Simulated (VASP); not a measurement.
A run of VASP 6.6.1 is set up as follows.

INCAR

```
SYSTEM = TiSe2
ALGO = Normal ; EDIFF = 1E-6
EDIFFG = -0.01 ; ENCUT = 600
GGA = PE ; IBRION = 2
ISIF = 3 ; ISMEAR = 0
IVDW = 12 ; LASPH = .TRUE.
LCHARG = .FALSE. ; LREAL = .FALSE.
LWAVE = .FALSE. ; NELM = 80
NSW = 90 ; PREC = Accurate
SIGMA = 0.03
```

KPOINTS

```
k-points
0
G
  9 9 5
  0 0 0
```

POSCAR

```
TiSe2
1.0
    3.5360000000      0.0000000000      0.0000000000
   -1.7680000000      3.0622658300      0.0000000000
    0.0000000000      0.0000000000      6.0040000000
Ti Se
1 2
Direct
    0.0000000000      0.0000000000      0.0000000000
    0.3333333300      0.6666666700      0.2552000000
    0.6666666700      0.3333333300      0.7448000000
```

Potentials or basis: VASP PAW PBE potentials, release 64 (Ti_sv, Se).

Launch:

```console
$ cat potpaw_PBE.64/Ti_sv/POTCAR potpaw_PBE.64/Se/POTCAR > POTCAR
$ mpirun -np 1 vasp_std > vasp.out
```

(1) What does it give for the band gap on the k mesh?

(2) Estimate the relaxed cell.

(3) Predict the space group after relaxing (to 0.05 Å).

## Answers

(1) none (metal or under the smearing width).

(2) a = 3.486 Å, b = 3.486 Å, c = 5.857 Å, α = 90.00°, β = 90.00°, γ = 120.00°.

(3) P-3m1 (No. 164).
